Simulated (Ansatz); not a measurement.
# How far is PAW off for TiTe₂?

```yaml
crystal:
  lattice:
    - [3.82670, 0.00000, 0.00000]
    - [-1.91335, 3.31402, 0.00000]
    - [0.00000, 0.00000, 6.58351]
  atoms:
    - { symbol: Ti, position: [0.00000, 0.00000, 0.00000] }
    - { symbol: Te, position: [0.66667, 0.33333, 0.26280] }
    - { symbol: Te, position: [0.33333, 0.66667, 0.73720] }
```

Atom numbers follow the list: Ti1, Te2, Te3.

The cell is COD entry 1008063, as deposited and not checked against the literature; nothing was relaxed. The listed cell was then made from it by scaling, straining or moving an atom.

No spin–orbit coupling, which matters for the heavy atoms here.

All numbers are computed: DFT, PBEsol, PAW with Ansatz's default frozen-core files, scalar-relativistic (Ansatz 0.2.0); DFT, PBEsol, all-electron LAPW, scalar-relativistic (Ansatz 0.2.0).

For PAW: a Γ-centred 13×13×7 k mesh, Fermi–Dirac smearing of 0.03 eV, cutoff 420 eV, no spin polarisation; the PAW files were made with PBE, and the program remakes their frozen cores for this functional. LAPW targets a basis error of 1 meV/atom. The Ansatz runs share mesh, smearing and spin set-up. Plane-wave (PAW) pressures include the program's estimate of the Pulay term.

Stress and pressure are positive in compression.

The change that made this cell: volume scaled by 1.04.

PAW results:

```
              quantity     PAW
        pressure (GPa)   -4.41
       stress xx (GPa)   -4.66
       stress zz (GPa)   -3.91
force on Te2, z (eV/Å)  -0.420
```

Q: What does full-potential LAPW give for the same quantities?

A: 
```
              quantity    LAPW
        pressure (GPa)   -4.41
       stress xx (GPa)   -4.66
       stress zz (GPa)   -3.91
force on Te2, z (eV/Å)  -0.421
```
